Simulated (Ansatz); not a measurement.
KCl (Sylvite):

```
K Cl
1.0
     0.00000    3.14647    3.14647
     3.14647    0.00000    3.14647
     3.14647    3.14647    0.00000
K Cl
1 1
Direct
  0.00000 0.00000 0.00000
  0.50000 0.50000 0.50000
```

Program: Ansatz 0.2.0. Alike in all runs: no spin polarisation; cell as given.

Order these runs on this cell by their band gap on the k mesh, lowest first.
A. level CAM-B3LYP+D3(BJ); potentials or basis Ansatz PAW; k mesh 5 × 5 × 5; cutoff (eV) 420; smearing gaussian 0.15 eV
B. level LDA; potentials or basis Ansatz PAW; k mesh 7 × 7 × 7; cutoff (eV) 420; smearing fixed
C. level r2SCAN-EpsX+D3(BJ); potentials or basis PseudoDojo stringent (PBEsol files); k mesh 5 × 5 × 5; cutoff (eV) 1007; smearing gaussian 0.02 eV

B (4.74 eV), C (9.00 eV), A (9.38 eV).

Caveats: odd divisions of the mesh miss points on the zone boundary, where band edges often lie, so the gap on the mesh can be too wide; the meta-GGA runs on potentials made for a GGA (some runs); the dispersion damping was fitted for another functional or another form of the correction (some runs).

A k mesh can miss the band edges.

Runs at the PBE level aren't shown here.
